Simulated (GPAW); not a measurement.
# BAs (F-43m) in GPAW: further runs

The runs below take BAs through relaxation of cell and atoms, with PBEsol.

All numbers are computed with GPAW 26.7.0; they aren't measurements. Logs are shortened: lines on timing, memory, paths and dates and some standing lists are left out, and cuts for length are marked. The log counts tension as positive stress, the text compression.

**1. The crystal as given**

Symmetry: F-43m, No. 216, cubic system. Conventional cell: a = 4.777 Å, b = 4.777 Å, c = 4.777 Å, α = 90.00°, β = 90.00°, γ = 90.00°. As (site symmetry -43m) is surrounded by 4 B at 2.07 Å. Around B (site symmetry -43m) lie 4 As at 2.07 Å.

**2. Relaxation of cell and atoms, PBEsol, target pressure 20 GPa, at which the enthalpy is minimised**

File run.py:

```python
from ase import Atoms
from ase.filters import FrechetCellFilter
from ase.io import write
from ase.optimize import BFGS
from ase.units import GPa
from gpaw import GPAW, PW, setup_paths

setup_paths.insert(0, '.')

atoms = Atoms(['As', 'B'],
              cell=[[0.0, 2.3885, 2.3885],
                    [2.3885, 0.0, 2.3885],
                    [2.3885, 2.3885, 0.0]],
              scaled_positions=[[0.75, 0.75, 0.75],
                                [0.0, 0.0, 0.0]],
              pbc=True)

calc = GPAW(mode=PW(800),
            xc='PBEsol',
            kpts={'size': (10, 10, 10), 'gamma': True},
            occupations={'name': 'fermi-dirac', 'width': 0.05},
            nbands=11,
            convergence={'density': 1e-05, 'forces': 0.0001},
            maxiter=150,
            txt='gpaw.txt')
atoms.calc = calc
opt = BFGS(FrechetCellFilter(atoms, scalar_pressure=20 * GPa), trajectory='relax.traj', logfile='-')
done = opt.run(fmax=0.02, steps=60)
calc.write('gs.gpw')
write('result.traj', atoms)
print('Converged:', done)
print('Cell:', atoms.cell.cellpar().round(4))
print('Volume:', round(atoms.get_volume(), 4))
print(atoms.get_scaled_positions().round(5))
```

Potentials or basis: PAW data sets generated in the run's folder for this functional, pw.

Started as:

```
$ gpaw-setup -f PBEsol As B
$ OMP_NUM_THREADS=1 python run.py
```

gpaw.txt:

```text
__  _  _
 | _ |_)|_||  |
 |__||  | ||/\| - 26.7.0

Input parameters:
  mode=PW(ecut=800.0),
  convergence={'density': 1e-05, 'forces': 0.0001},
  kpts=MonkhorstPack(size=(10, 10, 10), gamma=True),
  maxiter=150,
  nbands=11,
  occupations=Occupations(name='fermi-dirac', width=0.05),
  xc=XC(name='PBEsol')

Diagonalizing LCAO Hamiltonian
Converting LCAO to pw mode

                   As

       B

Atoms  # Å, Bohr magnetons
|   | symbol |        x |        y |        z |    initial magnetic moments |
|---|--------|----------|----------|----------|-----------------------------|
| 0 |     As | 3.582750 | 3.582750 | 3.582750 | ( 0.0000,  0.0000,  0.0000) |
| 1 |      B | 0.000000 | 0.000000 | 0.000000 | ( 0.0000,  0.0000,  0.0000) |

Unit cell  # Å
| periodic |        x |        y |        z |  lengths |    angles |
|----------|----------|----------|----------|----------|-----------|
|      yes | 0.000000 | 2.388500 | 2.388500 | 3.377849 | 60.000000 |
|      yes | 2.388500 | 0.000000 | 2.388500 | 3.377849 | 60.000000 |
|      yes | 2.388500 | 2.388500 | 0.000000 | 3.377849 | 60.000000 |

Number of symmetries: 24
Symmetry operations  # r_c * U_cc + t_c -> r_c
|    | kind |            matrix            |
|----|------|------------------------------|
|  0 |  E   |  1, 0, 0,  0, 1, 0,  0, 0, 1 |
|  1 |  σ   |  1, 0, 0,  0, 0, 1,  0, 1, 0 |
|  2 |  σ   |  1, 0,-1,  0, 1,-1,  0, 0,-1 |
|  3 |  C3  |  1, 0,-1,  0, 0,-1,  0, 1,-1 |
|  4 |  C3  |  1,-1, 0,  0,-1, 1,  0,-1, 0 |
|  5 |  σ   |  1,-1, 0,  0,-1, 0,  0,-1, 1 |
|  6 |  σ   |  0, 1, 0,  1, 0, 0,  0, 0, 1 |
|  7 |  C3  |  0, 1, 0,  0, 0, 1,  1, 0, 0 |
|  8 |  C2  |  0, 1,-1,  1, 0,-1,  0, 0,-1 |
|  9 |  S4  |  0, 1,-1,  0, 0,-1,  1, 0,-1 |
| 10 |  C3  |  0, 0, 1,  1, 0, 0,  0, 1, 0 |
| 11 |  σ   |  0, 0, 1,  0, 1, 0,  1, 0, 0 |
| 12 |  S4  |  0, 0,-1,  1, 0,-1,  0, 1,-1 |
| 13 |  C3  |  0, 0,-1,  0, 1,-1,  1, 0,-1 |
[... 143 lines left out ...]
SCF iterations
|iter     | |      energy | eigst |  dens |force |
|---------|-|-------------|-------|-------|------|
|iter:   1| |  -12.845653 | -0.27 |       |      |
|iter:   2| |  -12.730303 | -2.33 | -0.73 |      |
|iter:   3| |  -12.264043 | -1.76 | -0.77 |      |
|iter:   4| |  -12.259046 | -3.20 | -1.47 |      |
|iter:   5| |  -12.259039 | -4.15 | -1.93 |      |
|iter:   6| |  -12.259053c| -5.57 | -2.68 |      |
|iter:   7| |  -12.259054c| -7.35 | -3.72 |      |
|iter:   8| |  -12.259054c| -7.75c| -4.21 |      |
|iter:   9| |  -12.259054c| -8.79c| -5.51c|      |
|iter:  10| |  -12.259054c| -9.80c| -6.06c|-15.86c|

Converged in 10 steps
Energy contributions relative to reference atoms: (reference = -62125.300425)

Energy contributions:
  Kinetic:          19.921948
  Coulomb:         -17.717871
  Zero:             -0.005594
  External:          0.000000
  Xc:              -14.457537
  Entropy:          -0.000000
  Spinorbit:         0.000000
  ----------------------------
  Free energy:     -12.259054
  Extrapolated:    -12.259054
[... 19 lines left out ...]
Gap: 1.084 eV
Transition (v -> c):
  (s=0, k=0, n=3, [0.00, 0.00, 0.00]) -> (s=0, k=24, n=4, [0.40, 0.40, 0.00])
Direct/indirect transitions are different
Direct gap: 3.258 eV
Transition at: (s=0, k=0, n=3, [0.00, 0.00, 0.00])

Stress tensor  # eV/Ang^3
|         x |        y |         z |
|-----------|----------|-----------|
|  0.001749 | 0.000000 | -0.000000 |
|  0.000000 | 0.001749 |  0.000000 |
| -0.000000 | 0.000000 |  0.001749 |

Forces  # eV/Ang
|        x |        y |       z |
|----------|----------|---------|
| -0.00000 | -0.00000 | 0.00000 |  # As   0
|  0.00000 |  0.00000 | 0.00000 |  # B    1

Interpolating wave functions to new cell

                   As

       B

Atoms  # Å, Bohr magnetons
|   | symbol |         x |        y |        z |    initial magnetic moments |
|---|--------|-----------|----------|----------|-----------------------------|
| 0 |     As |  3.538881 | 3.538881 | 3.538881 | ( 0.0000,  0.0000,  0.0000) |
| 1 |      B | -0.000000 | 0.000000 | 0.000000 | ( 0.0000,  0.0000,  0.0000) |

Unit cell  # Å
| periodic |        x |         y |         z |  lengths |    angles |
|----------|----------|-----------|-----------|----------|-----------|
|      yes | 0.000000 |  2.359254 |  2.359254 | 3.336489 | 60.000000 |
|      yes | 2.359254 | -0.000000 |  2.359254 | 3.336489 | 60.000000 |
|      yes | 2.359254 |  2.359254 | -0.000000 | 3.336489 | 60.000000 |

Number of symmetries: 24
Symmetry operations  # r_c * U_cc + t_c -> r_c
|    | kind |            matrix            |
|----|------|------------------------------|
|  0 |  E   |  1, 0, 0,  0, 1, 0,  0, 0, 1 |
|  1 |  σ   |  1, 0, 0,  0, 0, 1,  0, 1, 0 |
|  2 |  σ   |  1, 0,-1,  0, 1,-1,  0, 0,-1 |
|  3 |  C3  |  1, 0,-1,  0, 0,-1,  0, 1,-1 |
|  4 |  C3  |  1,-1, 0,  0,-1, 1,  0,-1, 0 |
|  5 |  σ   |  1,-1, 0,  0,-1, 0,  0,-1, 1 |
|  6 |  σ   |  0, 1, 0,  1, 0, 0,  0, 0, 1 |
|  7 |  C3  |  0, 1, 0,  0, 0, 1,  1, 0, 0 |
|  8 |  C2  |  0, 1,-1,  1, 0,-1,  0, 0,-1 |
|  9 |  S4  |  0, 1,-1,  0, 0,-1,  1, 0,-1 |
| 10 |  C3  |  0, 0, 1,  1, 0, 0,  0, 1, 0 |
| 11 |  σ   |  0, 0, 1,  0, 1, 0,  1, 0, 0 |
| 12 |  S4  |  0, 0,-1,  1, 0,-1,  0, 1,-1 |
| 13 |  C3  |  0, 0,-1,  0, 1,-1,  1, 0,-1 |
[... 143 lines left out ...]
SCF iterations
|iter     | |      energy | eigst |  dens |force |
|---------|-|-------------|-------|-------|------|
|iter:   1| |  -12.264951 | -1.39 |       |      |
|iter:   2| |  -12.262075 | -4.14 | -1.64 |      |
|iter:   3| |  -12.244172 | -3.38 | -1.67 |      |
|iter:   4| |  -12.243343 | -4.45 | -2.37 |      |
|iter:   5| |  -12.243296c| -5.69 | -2.95 |      |
|iter:   6| |  -12.243292c| -6.18 | -3.30 |      |
|iter:   7| |  -12.243292c| -7.53c| -4.43 |      |
|iter:   8| |  -12.243292c| -8.38c| -4.85 |      |
|iter:   9| |  -12.243292c| -9.59c| -6.18c|      |
|iter:  10| |  -12.243292c|-10.14c| -6.58c|-16.04c|

Converged in 10 steps
Energy contributions relative to reference atoms: (reference = -62125.300425)

Energy contributions:
  Kinetic:          24.154207
  Coulomb:         -21.122301
  Zero:             -0.007637
  External:          0.000000
  Xc:              -15.267561
  Entropy:          -0.000000
  Spinorbit:         0.000000
  ----------------------------
  Free energy:     -12.243292
  Extrapolated:    -12.243292
[... 26 lines left out ...]
Stress tensor  # eV/Ang^3
|         x |         y |         z |
|-----------|-----------|-----------|
| -0.033242 | -0.000000 | -0.000000 |
| -0.000000 | -0.033242 |  0.000000 |
| -0.000000 |  0.000000 | -0.033242 |

Forces  # eV/Ang
|        x |       y |        z |
|----------|---------|----------|
| -0.00000 | 0.00000 | -0.00000 |  # As   0
|  0.00000 | 0.00000 |  0.00000 |  # B    1

Interpolating wave functions to new cell

                  As

       B

Atoms  # Å, Bohr magnetons
|   | symbol |        x |        y |        z |    initial magnetic moments |
|---|--------|----------|----------|----------|-----------------------------|
| 0 |     As | 3.439853 | 3.439853 | 3.439853 | ( 0.0000,  0.0000,  0.0000) |
| 1 |      B | 0.000000 | 0.000000 | 0.000000 | ( 0.0000,  0.0000,  0.0000) |

Unit cell  # Å
| periodic |        x |        y |        z |  lengths |    angles |
|----------|----------|----------|----------|----------|-----------|
|      yes | 0.000000 | 2.293235 | 2.293235 | 3.243125 | 60.000000 |
|      yes | 2.293235 | 0.000000 | 2.293235 | 3.243125 | 60.000000 |
|      yes | 2.293235 | 2.293235 | 0.000000 | 3.243125 | 60.000000 |

Number of symmetries: 24
Symmetry operations  # r_c * U_cc + t_c -> r_c
|    | kind |            matrix            |
|----|------|------------------------------|
|  0 |  E   |  1, 0, 0,  0, 1, 0,  0, 0, 1 |
|  1 |  σ   |  1, 0, 0,  0, 0, 1,  0, 1, 0 |
|  2 |  σ   |  1, 0,-1,  0, 1,-1,  0, 0,-1 |
|  3 |  C3  |  1, 0,-1,  0, 0,-1,  0, 1,-1 |
|  4 |  C3  |  1,-1, 0,  0,-1, 1,  0,-1, 0 |
|  5 |  σ   |  1,-1, 0,  0,-1, 0,  0,-1, 1 |
|  6 |  σ   |  0, 1, 0,  1, 0, 0,  0, 0, 1 |
|  7 |  C3  |  0, 1, 0,  0, 0, 1,  1, 0, 0 |
|  8 |  C2  |  0, 1,-1,  1, 0,-1,  0, 0,-1 |
|  9 |  S4  |  0, 1,-1,  0, 0,-1,  1, 0,-1 |
| 10 |  C3  |  0, 0, 1,  1, 0, 0,  0, 1, 0 |
| 11 |  σ   |  0, 0, 1,  0, 1, 0,  1, 0, 0 |
| 12 |  S4  |  0, 0,-1,  1, 0,-1,  0, 1,-1 |
| 13 |  C3  |  0, 0,-1,  0, 1,-1,  1, 0,-1 |
[... 143 lines left out ...]
SCF iterations
|iter     | |      energy | eigst |  dens |force |
|---------|-|-------------|-------|-------|------|
|iter:   1| |  -12.180205 | -0.69 |       |      |
|iter:   2| |  -12.165714 | -3.50 | -1.29 |      |
|iter:   3| |  -12.072624 | -2.69 | -1.32 |      |
|iter:   4| |  -12.068162 | -3.75 | -2.02 |      |
|iter:   5| |  -12.067942 | -5.02 | -2.60 |      |
|iter:   6| |  -12.067927c| -5.52 | -2.96 |      |
|iter:   7| |  -12.067927c| -8.34c| -4.10 |      |
|iter:   8| |  -12.067927c| -8.08c| -4.52 |      |
|iter:   9| |  -12.067927c| -9.49c| -5.84c|      |
|iter:  10| |  -12.067927c|-10.15c| -6.33c|-15.69c|

Converged in 10 steps
Energy contributions relative to reference atoms: (reference = -62125.300425)

Energy contributions:
  Kinetic:          35.023119
  Coulomb:         -29.834510
  Zero:             -0.012740
  External:          0.000000
  Xc:              -17.243795
  Entropy:          -0.000001
  Spinorbit:         0.000000
  ----------------------------
  Free energy:     -12.067927
  Extrapolated:    -12.067927
[... 26 lines left out ...]
Stress tensor  # eV/Ang^3
|         x |         y |         z |
|-----------|-----------|-----------|
| -0.135713 | -0.000000 | -0.000000 |
| -0.000000 | -0.135713 | -0.000000 |
| -0.000000 | -0.000000 | -0.135713 |

Forces  # eV/Ang
|       x |       y |        z |
|---------|---------|----------|
| 0.00000 | 0.00000 | -0.00000 |  # As   0
| 0.00000 | 0.00000 |  0.00000 |  # B    1

Interpolating wave functions to new cell

                  As

       B

Atoms  # Å, Bohr magnetons
|   | symbol |        x |        y |        z |    initial magnetic moments |
|---|--------|----------|----------|----------|-----------------------------|
| 0 |     As | 3.449472 | 3.449472 | 3.449472 | ( 0.0000,  0.0000,  0.0000) |
| 1 |      B | 0.000000 | 0.000000 | 0.000000 | ( 0.0000,  0.0000,  0.0000) |

Unit cell  # Å
| periodic |        x |         y |        z |  lengths |    angles |
|----------|----------|-----------|----------|----------|-----------|
|      yes | 0.000000 |  2.299648 | 2.299648 | 3.252194 | 60.000000 |
|      yes | 2.299648 | -0.000000 | 2.299648 | 3.252194 | 60.000000 |
|      yes | 2.299648 |  2.299648 | 0.000000 | 3.252194 | 60.000000 |

Number of symmetries: 24
Symmetry operations  # r_c * U_cc + t_c -> r_c
|    | kind |            matrix            |
|----|------|------------------------------|
|  0 |  E   |  1, 0, 0,  0, 1, 0,  0, 0, 1 |
|  1 |  σ   |  1, 0, 0,  0, 0, 1,  0, 1, 0 |
|  2 |  σ   |  1, 0,-1,  0, 1,-1,  0, 0,-1 |
|  3 |  C3  |  1, 0,-1,  0, 0,-1,  0, 1,-1 |
|  4 |  C3  |  1,-1, 0,  0,-1, 1,  0,-1, 0 |
|  5 |  σ   |  1,-1, 0,  0,-1, 0,  0,-1, 1 |
|  6 |  σ   |  0, 1, 0,  1, 0, 0,  0, 0, 1 |
|  7 |  C3  |  0, 1, 0,  0, 0, 1,  1, 0, 0 |
|  8 |  C2  |  0, 1,-1,  1, 0,-1,  0, 0,-1 |
|  9 |  S4  |  0, 1,-1,  0, 0,-1,  1, 0,-1 |
| 10 |  C3  |  0, 0, 1,  1, 0, 0,  0, 1, 0 |
| 11 |  σ   |  0, 0, 1,  0, 1, 0,  1, 0, 0 |
| 12 |  S4  |  0, 0,-1,  1, 0,-1,  0, 1,-1 |
| 13 |  C3  |  0, 0,-1,  0, 1,-1,  1, 0,-1 |
[... 143 lines left out ...]
SCF iterations
|iter     | |      energy | eigst |  dens |force |
|---------|-|-------------|-------|-------|------|
|iter:   1| |  -12.095496 | -2.62 |       |      |
|iter:   2| |  -12.095357 | -5.49 | -2.30 |      |
|iter:   3| |  -12.094472c| -4.70 | -2.33 |      |
|iter:   4| |  -12.094429c| -5.77 | -3.04 |      |
|iter:   5| |  -12.094427c| -7.04 | -3.63 |      |
|iter:   6| |  -12.094427c| -7.53c| -3.99 |      |
|iter:   7| |  -12.094427c| -8.93c| -5.12c|      |
|iter:   8| |  -12.094427c| -9.80c| -5.54c|-16.10c|

Converged in 8 steps
Energy contributions relative to reference atoms: (reference = -62125.300425)

Energy contributions:
  Kinetic:          33.882182
  Coulomb:         -28.921990
  Zero:             -0.012218
  External:          0.000000
  Xc:              -17.042401
  Entropy:          -0.000001
  Spinorbit:         0.000000
  ----------------------------
  Free energy:     -12.094427
  Extrapolated:    -12.094427
[... 26 lines left out ...]
Stress tensor  # eV/Ang^3
|         x |         y |         z |
|-----------|-----------|-----------|
| -0.124132 | -0.000000 | -0.000000 |
| -0.000000 | -0.124132 | -0.000000 |
| -0.000000 | -0.000000 | -0.124132 |

Forces  # eV/Ang
|       x |        y |        z |
|---------|----------|----------|
| 0.00000 | -0.00000 | -0.00000 |  # As   0
| 0.00000 |  0.00000 | -0.00000 |  # B    1

# Writing to gs.gpw (mode='')
```

It took 1.9 min on 1 thread of Intel Xeon at 2.50GHz (Skylake/Cascade Lake), shared host; peak memory 0.2 GiB.

Results:

```yaml
Free_energy: -12.0944 eV
Relaxed_volume: 12.16 Å³/atom
Relaxed_cell: a = 3.252 Å, b = 3.252 Å, c = 3.252 Å, α = 60.00°, β = 60.00°, γ = 60.00°
Space_group_after_relaxing_to_0.05_Å: F-43m (No. 216)
Energy_change_on_relaxing_the_enthalpy_is_what_falls: +82.3 meV/atom
Ionic_steps: 4
Pressure_after_relaxing: 19.9 GPa
Band_gap_on_the_k_mesh: 0.97 eV, indirect (least direct gap 3.42 eV)
```

The path:
```csv
step,energy change (eV),largest force (eV/Å),pressure (GPa),volume (Å³)
1,0.0000,0.0000,-0.28,27.25
2,0.0158,0.0000,5.33,26.26
3,0.1911,0.0000,21.74,24.12
4,0.1646,0.0000,19.89,24.32
```

Final structure:
```
As B
1.0
     0.00000    2.29965    2.29965
     2.29965    0.00000    2.29965
     2.29965    2.29965    0.00000
As B
1 1
Direct
  0.75000 0.75000 0.75000
  0.00000 0.00000 0.00000
```

Caveat: later steps reuse the first step's grids. As with any semilocal functional, this PBEsol gap is likely too small.

**3. Relaxation of cell and atoms, PBEsol, target pressure 30 GPa, at which the enthalpy is minimised**

run.py, as its differences from that of step 2:

```diff
@@ -26,3 +26,3 @@
 atoms.calc = calc
-opt = BFGS(FrechetCellFilter(atoms, scalar_pressure=20 * GPa), trajectory='relax.traj', logfile='-')
+opt = BFGS(FrechetCellFilter(atoms, scalar_pressure=30 * GPa), trajectory='relax.traj', logfile='-')
 done = opt.run(fmax=0.02, steps=60)
```

Potentials or basis: PAW data sets generated in the run's folder for this functional, pw.

Started as:

```
$ gpaw-setup -f PBEsol As B
$ OMP_NUM_THREADS=1 python run.py
```

Run time: 2 min. Hardware: 1 thread of Intel Xeon at 2.50GHz (Skylake/Cascade Lake), shared host; peak memory 0.19 GiB.

The run converged. Its results:

| Property | Result |
| --- | --- |
| Free energy | -11.9402 eV |
| Relaxed volume | 11.66 Å³/atom |
| Relaxed cell | a = 3.207 Å, b = 3.207 Å, c = 3.207 Å, α = 60.00°, β = 60.00°, γ = 60.00° |
| Space group after relaxing (to 0.05 Å) | F-43m (No. 216) |
| Energy change on relaxing (the enthalpy is what falls) | +159.4 meV/atom |
| Ionic steps | 4 |
| Pressure after relaxing | 29.7 GPa |
| Band gap on the k mesh | 0.92 eV, indirect (least direct gap 3.48 eV) |

The path:
| step | energy change (eV) | largest force (eV/Å) | pressure (GPa) | volume (Å³) |
| --- | --- | --- | --- | --- |
| 1 | 0.0000 | 0.0000 | -0.28 | 27.25 |
| 2 | 0.0364 | 0.0000 | 8.41 | 25.79 |
| 3 | 0.3835 | 0.0000 | 33.40 | 23.00 |
| 4 | 0.3189 | 0.0000 | 29.74 | 23.33 |

Final structure:
```
CELL_PARAMETERS angstrom
0.00000 2.26778 2.26778
2.26778 0.00000 2.26778
2.26778 2.26778 0.00000
ATOMIC_POSITIONS crystal
As 0.75000 0.75000 0.75000
B 0.00000 0.00000 0.00000
```

Levels at points of the mesh, in eV from the valence-band top:
| k point | band 1 | band 2 | band 3 | band 4 | band 5 | band 6 | band 7 |
| --- | --- | --- | --- | --- | --- | --- | --- |
| (0.00, 0.00, 0.00) | -16.95 | 0.00 | 0.00 | 0.00 | 3.48 | 3.48 | 3.48 |
| (0.50, 0.50, 0.00) | -11.90 | -9.45 | -4.78 | -4.78 | 1.13 | 1.17 | 12.96 |
| (0.50, 0.50, 0.50) | -13.46 | -10.05 | -2.10 | -2.10 | 3.66 | 4.92 | 4.92 |

Caveat: later steps reuse the first step's grids.
